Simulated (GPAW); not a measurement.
Crystal: Al.

```xyz
2
Lattice="4.4916 0.0000 0.0000 -2.2458 3.8898 0.0000 0.0000 0.0000 2.7226" Properties=species:S:1:pos:R:3 pbc="T T T"
Al    0.0000    2.5932    0.0000
Al    2.2458    1.2966    0.0000
```

The cell was built by a generator and needn't be a form met in nature.

Base run:

* Program: GPAW 26.7.0
* Functional: LDA
* Potentials or basis: the program's PAW data sets (release 1.2.1) made for this functional
* Cutoff: 600 eV
* Basis: pw
* k mesh: 7 × 7 × 10
* Occupations: fermi-dirac, width 0.05 eV
* Spin: no spin polarisation

Its results: band gap on the k mesh none (metal or under the smearing width); pressure -0.5 GPa.

The run is repeated on the same cell with these changes: functional from LDA to RPBE. What comes out?

Band gap on the k mesh none (metal or under the smearing width); pressure 2.8 GPa.

RPBE binds less tightly than LDA, so the same cell stands under more pressure.

Not every run made on this cell is shown here.
